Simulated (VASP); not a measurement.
**Results of a VASP single-point calculation on BP (strained zincblende)**

POSCAR

```
B  P
 1.0000000000000000
     0.0000000000000000    2.2181858960000000    2.2683156724000000
     2.2181858960000000    0.0000000000000000    2.2683156724000000
     2.2181858960000000    2.2181858960000000    0.0000000000000000
 B   P
   1   1
Cartesian
  0.0000000000000000  0.0000000000000000  0.0000000000000000
  1.1090929480000000  1.1090929480000000  1.1341578362000000
```

```
gap between bands v and c : 1.20 eV
least direct gap          : 3.59 eV
```

Band v is the last that the valence electrons fill when counted band by band, and c is the next. Levels in eV from the top of v:

```tsv
point	v−1	v	c	c+1
Γ	0.00	0.00	3.59	3.59
X	-4.43	-4.43	1.54	2.02
K	-6.87	-4.02	2.18	6.33
L	-2.16	-1.84	4.22	4.98
W	-6.27	-6.09	5.81	7.33
```

Question: Which of these levels of theory gave these results?
A. PBEsol
B. HSE06
C. PBE0
D. r²SCAN
E. PBE with spin–orbit coupling
F. PBE
G. LDA

Answer: D.

The INCAR was:

```
LREAL = .FALSE.
IBRION = -1
SIGMA = 0.01
NBANDS = 11
NELM = 120
PREC = Accurate
NSW = 0
ISMEAR = 0
LCHARG = .FALSE.
LWAVE = .FALSE.
EDIFF = 1E-7
LASPH = .TRUE.
ISIF = 2
ALGO = Normal
METAGGA = R2SCAN
ENCUT = 520
```
